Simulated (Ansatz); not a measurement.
# Stack of Ti2CO2 MXene under W2CCl2 MXene, shifted by a third of the diagonal in a perpendicular field, part 4 of 4

Wanted: the out-of-plane response of the stack of Ti2CO2 MXene under W2CCl2 MXene, shifted by a third of the diagonal. A positive field points along +c.

Ansatz 0.2.0; plane-wave DFT, PBE-D4, Ansatz PAW (the session's first sound run).

So far. Step 11 (Field on, atoms free, field -0.1 V/Å): The dipole is -0.0144 e·Å, -0.0693 e·Å from its value without field. Step 12 (Response, atoms relaxed): The induced dipole is that of a conductor 15.62 Å thick.

## (13) A changed input: magnetization = {"spin_polarized": true}

This step: plane-wave DFT, PBE-D4, Ansatz PAW, but for the change named below (Ansatz 0.2.0).

A run with a changed input: it repeats the earlier run at 0.1 V/Å with magnetization to spin_polarized: true.

input.yaml reads:

```yaml
crystal:
  lattice:
    - [3.0275958596, 0.0, 0.0]
    - [-1.5137979298, 2.6219749268, 0.0]
    - [0.0, 0.0, 31.8421423841]
  atoms:
    - { symbol: O, position: [0.3333333333, 0.6666666667, 0.2826442986], spin: 1.0 }
    - { symbol: Ti, position: [0.6666666667, 0.3333333333, 0.3109819217], spin: 1.0 }
    - { symbol: C, position: [0.0, 0.0, 0.3518934131], spin: 2.0 }
    - { symbol: Ti, position: [0.3333333333, 0.6666666667, 0.3923965287], spin: 3.0 }
    - { symbol: O, position: [0.6666666667, 0.3333333333, 0.4213074325], spin: 3.0 }
    - { symbol: Cl, position: [0.6666666667, 0.3333333333, 0.5196905052], spin: 3.0 }
    - { symbol: W, position: [0.0, 0.0, 0.5793973842], spin: 3.0 }
    - { symbol: C, position: [0.3333333333, 0.6666666667, 0.6183875347], spin: 1.0 }
    - { symbol: W, position: [0.6666666667, 0.3333333333, 0.6571501901], spin: 1.0 }
    - { symbol: Cl, position: [0.0, 0.0, 0.7173557014], spin: 3.0 }
kpoints:
  mp_grid: { grid: [18, 18, 1] }
  band_path:
    path: [[0, 0, 0], [0.5, 0, 0], [0.33333333, 0.33333333, 0], [0, 0, 0]]
    npoints: 16
hamiltonian:
  xc: pbe
  dispersion: d4
scf:
  occupations: { method: fermi_dirac, width: 0.02585 }
  convergence: { dr2_threshold: 1.0e-10 }
efield:
  axis: 3
  dipole_correction: true
  ramp_position: 0.9598
  ramp_width: 0.0905
  amplitude: 0.1
output:
  write_potential: true
  write_density: true
  volumetric_format: npy
magnetization:
  spin_polarized: true
```

Launch:

```bash
$ ansatz run input.yaml --threads 4 --pin off --max-ram 12288MiB --backend cpu --events-out ev --progress --plain --runs-dir out
```

Numbers of over 12 decimals in the logs are rounded to 6 here.

What it wrote:

```text
Warning: where an SCF of this run starts from atoms to list the orders of its open shells, Ti (site 3, from 0) starts with 2.00 μB on its 3d shell, in the place of the 3.00 μB that the deck gives it: its open shells can hold no more by Hund's first rule. To start from spheres of the given moment, type scf.initial_density.shell_occupations: []
[...]
Crystal: 10 atoms, lattice volume = 252.772 Å³
Basis set: ecut = 420 eV, 4871 PW (Γ)
Bands: 65, of which v1, the nominal top of the filled ones, is band 43 counted from 1 (42 counted from 0)
Symmetry: 6 space group operations
k-points: 37 of 324 (time reversal used)
[...]
Starting moments: Σ|m| = 21 μB on 10 of 10 sites
[...]
SCF iter   1: F=—  HF=-29560.644550 eV  |F-HF|=—  |Δ(HF+E_count)|=         —  Δρ=8.12e-2 (↑5.93e-2 ↓8.12e-2)  dr2=6.89e1  dr2_m=9.56e0  M=1.416 μB ∫|m|=1.514 μB  β_m=0.33  ethr=3.10e-3  p=0.070 e·Å  D=4.99e-2 V/Å  ΔV_dip=-1.59 eV  dr2_dipole=3.12e1  V_vac-E_F(+/−)=6.45/5.20 eV  ⟨swp⟩=10.5  Hψ=26225  notcnv=0  defer=1
[...]
SCF iter   2: F=—  HF=-29566.629957 eV  |F-HF|=—  |Δ(HF+E_count)|=    5.99e0  Δρ=5.15e-2 (↑4.19e-2 ↓5.15e-2)  dr2=2.57e1  dr2_m=4.49e0  M=1.237 μB ∫|m|=1.300 μB  β_m=0.54  ethr=3.10e-3  p=0.076 e·Å  D=5.44e-2 V/Å  ΔV_dip=-1.73 eV  dr2_dipole=1.26e1  V_vac-E_F(+/−)=5.82/4.71 eV  ⟨swp⟩=3.0  Hψ=9076  notcnv=0  defer=698
density mixer auto → msr1: a metal under ldos (density of states about μ 1.09 of a free-electron gas's, 22 screened modes)
SCF iter   3: F=—  HF=-29572.706025 eV  |F-HF|=—  |Δ(HF+E_count)|=    6.08e0  Δρ=1.15e-2 (↑1.15e-2 ↓8.54e-3)  dr2=1.19e-1  dr2_m=1.94e-1  M=0.120 μB ∫|m|=0.212 μB  β_m=0.67  ethr=3.10e-3  p=0.117 e·Å  D=8.36e-2 V/Å  ΔV_dip=-2.66 eV  dr2_dipole=1.49e-3  V_vac-E_F(+/−)=4.97/4.80 eV  ⟨swp⟩=3.6  Hψ=10888  notcnv=0  defer=637
[...]
SCF iter  14: F=-29572.728361 eV  HF=-29572.728361 eV  |F-HF|=1.46e-11  |Δ(HF+E_count)|=  1.46e-11  Δρ=5.19e-8 (↑5.19e-8 ↓5.10e-8)  dr2=2.59e-11  dr2_m=2.15e-12  M=-0.000 μB ∫|m|=0.000 μB  ethr=1.00e-12  p=0.122 e·Å  D=8.73e-2 V/Å  ΔV_dip=-2.78 eV  dr2_dipole=6.53e-13  V_vac-E_F(+/−)=4.87/4.81 eV  ⟨swp⟩=15.0  Hψ=26630  notcnv=0
SCF 1 converged in 14 iterations: F = -29572.728361 eV  dr2 = 2.59e-11
[...]
SCF converged after 14 iterations
Magnetization: -0.0000 μB (43.0000 up, 43.0000 down)
Absolute magnetization: 0.0000 μB (∫|ρ↑−ρ↓|, with the PAW one-centre terms)
[...]
Per-site moments (μB) at R_I (Å): [(-1.1694457211499828e-7, 0.811446), (-7.242482681446872e-9, 0.811446), (1.0748266181355136e-7, 0.896064), (1.0041117346147921e-8, 0.814927), (-1.9680993509016748e-7, 0.814927), (1.2647968592032274e-7, 1.065336), (4.834341603816117e-7, 0.884410), (1.045010991198883e-7, 0.882683), (-1.0450349842056516e-6, 0.882683), (-1.6302785621290142e-7, 1.070166)]
Free energy (F): -29572.728361 eV
[...]
Internal energy: -29572.721461 eV  (E = F + TS)
E sigma→0 (E₀):  -29572.724911 eV
Entropy (-TS):   -0.006900 eV (-0.690 meV/atom)
Fermi energy:    4.560463 eV
Dipole field:    D = 0.087282 V/Å  (p = 0.121925 e·Å, saw-weighted, corrected)
Work function:   not extracted (applied field tilts the vacuum); planar V_es + V_field profile in the machine report
[...]
--- Band table (eV; the first three rows and the last of 74) ---
  k-point 0 ↑: bands = [... 39 lower, 2.7937, 3.1384, 4.2059, 4.2059, 4.8218, 4.8218, 4.8933, 4.8933, ... 18 higher]
  k-point 1 ↑: bands = [... 39 lower, 2.9114, 3.1981, 3.8100, 3.9500, 4.6758, 4.8048, 5.0106, 5.0570, ... 18 higher]
  k-point 2 ↑: bands = [... 39 lower, 3.0835, 3.1527, 3.3080, 3.5479, 4.4222, 4.8118, 4.9984, 5.0495, ... 18 higher]
  k-point 36 ↓: bands = [... 39 lower, 1.4468, 3.0138, 4.0849, 4.1326, 4.4046, 5.4267, 5.8039, 5.8069, ... 18 higher]
```

Wall time 37 s (4 threads of Intel Xeon 6975P-C (Granite Rapids), shared host); peak memory 1.7 GiB; 2.4 min of CPU time.

This step gave:

```yaml
energy_at_zero_smearing: -29572.7249 eV
dipole_along_the_normal: 0.1219 e·Å
```

Deep bands are left out, so band numbers here count from the lowest band kept and differ from the log's. Electronic bands along the path, in eV, zero at the Fermi level; # counts the bands kept:

```tsv
point	up #17	up #18	up #19	up #20	down #17	down #18	down #19	down #20
Γ	-0.35	-0.35	0.26	0.26	-0.35	-0.35	0.26	0.26
halfway	-1.39	-0.43	-0.33	0.26	-1.39	-0.43	-0.33	0.26
M	-0.27	-0.02	1.16	1.30	-0.27	-0.02	1.16	1.30
halfway	-0.23	0.14	0.55	0.89	-0.23	0.14	0.55	0.89
K	-0.48	-0.43	-0.16	0.87	-0.48	-0.43	-0.16	0.87
halfway	-1.86	-0.84	0.46	0.48	-1.86	-0.84	0.46	0.48
Γ	-0.35	-0.35	0.26	0.26	-0.35	-0.35	0.26	0.26
```

```tsv
quantity	this run	earlier run	difference
dipole along the normal (e·Å)	0.1219	0.1219	-8.4e-7
```

The dipole moves by under 0.5 % or 5e-5 e·Å. The run took 14 SCF cycles against 19.

Of the bands kept, 4 cross the Fermi level on this path, both spins counted.

## (14) The same run with other settings

This step: plane-wave DFT, PBE-D4, Ansatz PAW (Ansatz 0.2.0).

An input spoilt on purpose, to show how the run answers: it repeats the earlier run at 0.1 V/Å with total_charge to -4, and scf.max_iter set to 50.

input.yaml, the sections that differ from step 13:

```yaml
crystal:
  lattice:
    - [3.0275958596, 0.0, 0.0]
    - [-1.5137979298, 2.6219749268, 0.0]
    - [0.0, 0.0, 31.8421423841]
  atoms:
    - { symbol: O, position: [0.3333333333, 0.6666666667, 0.2826442986] }
    - { symbol: Ti, position: [0.6666666667, 0.3333333333, 0.3109819217] }
    - { symbol: C, position: [0.0, 0.0, 0.3518934131] }
    - { symbol: Ti, position: [0.3333333333, 0.6666666667, 0.3923965287] }
    - { symbol: O, position: [0.6666666667, 0.3333333333, 0.4213074325] }
    - { symbol: Cl, position: [0.6666666667, 0.3333333333, 0.5196905052] }
    - { symbol: W, position: [0.0, 0.0, 0.5793973842] }
    - { symbol: C, position: [0.3333333333, 0.6666666667, 0.6183875347] }
    - { symbol: W, position: [0.6666666667, 0.3333333333, 0.6571501901] }
    - { symbol: Cl, position: [0.0, 0.0, 0.7173557014] }
scf:
  occupations: { method: fermi_dirac, width: 0.02585 }
  convergence: { dr2_threshold: 1.0e-10 }
  max_iter: 50
total_charge: -4
# kpoints, hamiltonian, efield, output: as in step 13
# magnetization: removed
```

What it wrote:

```text
Error: efield: with total_charge ≠ 0 without external_charges — the saw-weighted dipole of a charged cell depends on the ramp position (the isolated-slab reference a dipole correction restores does not exist for a charged slab), so the field energy is ill-defined under the jellium convention; neutralise the cell or drop the efield: block, which crystal.periodic lets a charged slab do
```

Wall time 0.02 s (4 threads); peak memory 0.044 GiB.

The program refused the input before any cycle.

The program's message: “Error: efield: with total_charge ≠ 0 without external_charges — the saw-weighted dipole of a charged cell depends on the ramp position (the isolated-slab reference a dipole correction restores does no …”

The fault put into the input: a net charge in a cell with a dipole correction and no gate.

## (15) Summary of results

```json
{
 "gap without field": "none",
 "work function, upper face": "4.25 eV",
 "step between the vacuum levels": "-1.25 eV",
 "equivalent conductor thickness, atoms held": "15.3 Å",
 "equivalent conductor thickness, atoms relaxed": "15.6 Å"
}
```

In words: The induced dipole equals that of a perfect conductor 15.27 Å thick, while the outer atoms lie 13.84 Å apart. The two faces differ: the vacuum level above lies 1.25 eV lower than the one below. Letting the atoms follow the field adds 0.35 Å to the equivalent conductor thickness: the ionic part of the response. There is no gap over 0.03 eV, with or without the field. The first relaxation ran with spin and lost its moment, and the later runs have none; other magnetic states were not tried. Spin-orbit coupling is left out, which matters for the bands of elements this heavy. The MXene's terminations sit over the metal atoms of its far layer; the site over carbon or nitrogen, which some compounds prefer, was not run.

[Logs are printed without paths, hosts, clocks, repeated set-up lines and the standing remarks that a program may print on its own settings, such as how far it seeks lower states.]

[Hosts, paths, dates, database ids (printed as entryN), source tags and the programs' standing remarks are cut or masked in the printed files.]

[Maps of the electrostatic potential energy from Ansatz leave out the sawtooth potential of an applied field or a dipole correction, so their vacuum need not be flat; planar profiles and work functions include it.]
